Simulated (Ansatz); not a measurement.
# K: do energies and stresses tell the same story?

These are results of Ansatz 0.2.0, DFT PBE, scalar-relativistic, plane waves, PAW, not measurements.

Cutoff 420 eV; k points 12×12×12 on the computed 1-atom cell (Γ-centred); Gaussian smearing, width 0.10 eV; no spin polarisation.

Relaxed cell: Im-3m, a = 5.282 Å, b = 5.282 Å, c = 5.282 Å, α = 90.00°, β = 90.00°, γ = 90.00°, 1 atom in the primitive cell.

Energies at zero smearing and pressures from the stress tensor, at volumes with shape and atoms relaxed:
| V (Å³/atom) | E − E(first) (meV/atom) | P (GPa) |
| --- | --- | --- |
| 69.256 | 0.00 | 0.255 |
| 71.466 | -2.55 | 0.121 |
| 73.676 | -3.37 | 0.005 |
| 75.887 | -2.70 | -0.096 |
| 78.097 | -0.74 | -0.183 |

Q: Check P = −dE/dV between neighbouring volumes, and get the bulk modulus from the pressures alone.

A: With 1 eV/Å³ = 160.2 GPa:
| middle V (Å³/atom) | −ΔE/ΔV (GPa) | mean P (GPa) |
| --- | --- | --- |
| 70.361 | 0.185 | 0.188 |
| 72.571 | 0.060 | 0.063 |
| 74.782 | -0.048 | -0.046 |
| 76.992 | -0.142 | -0.140 |

The two differ by 0.003 GPa at most. The mean of two end pressures misses the average over a step by about ΔV² P″/12, up to 0.002 GPa here; with that taken off 0.002 GPa remains. Around V = 73.676 Å³/atom, the two neighbours give B = −V ΔP/ΔV = 73.676 × 0.217 / 4.421 = 3.6 GPa, against B0 = 3.6 GPa from the Birch–Murnaghan fit of the energies.